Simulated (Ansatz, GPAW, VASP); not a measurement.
**W: 3 runs at one level of theory**

```xyz
1
Lattice="-1.5823 1.5823 1.5823 1.5823 -1.5823 1.5823 1.5823 1.5823 -1.5823" Properties=species:S:1:pos:R:3 pbc="T T T"
W     0.0000    0.0000    0.0000
```

Alike in all runs: task single point; functional PBE; k mesh 12 × 12 × 12; occupations gaussian, width 0.012 eV; no spin polarisation; no spin-orbit coupling. Pressure is positive in compression and, in plane waves, holds the error of the finite cutoff.

| program and potentials | plane-wave cutoff (eV) | notes | band gap (eV) | pressure (GPa) |
| --- | --- | --- | --- | --- |
| VASP, PBE PAW files W_sv, 520 eV | 520 | - | no gap | 6.70 |
| Ansatz, all-electron LAPW, scalar-relativistic | - | - | no gap | 6.11 |
| GPAW, GPAW PAW data sets (gpaw-data 1.2.1) | 600 | - | no gap | 5.87 |

None finds a gap. The pressure spans 5.87 (GPAW, GPAW PAW data sets (gpaw-data 1.2.1)) to 6.70 GPa (VASP, PBE PAW files W_sv, 520 eV), with all-electron results at 6.11.

Differences between rows come from potentials, basis sets and numerical settings, since the functional is the same but for its coding. Runs on potential files found faulty are left out.

All three runs describe bcc tungsten as a metal under compression at this cell size, so PBE would relax it to a somewhat larger volume. The cell is close to the measured one, and the positive pressure fits the known tendency of PBE to overestimate the lattice constants of 5d metals, where its gradient correction weakens the bonding slightly too much. Tungsten's roughly half-filled d band fills mostly bonding states and leaves the antibonding ones largely empty, which makes the lattice very stiff. A pressure of several GPa therefore corresponds to only a small error in bond length, and the spread between 5.87 and 6.70 GPa to a smaller one still. The all-electron value lies between the two PAW results, so the sign of the pressure does not hinge on the potentials. The absence of a gap is equally expected: the Fermi level of bcc tungsten falls in a deep minimum of the density of states, but bands still cross it. A pressure at one volume does not establish the equilibrium lattice constant or the bulk modulus.
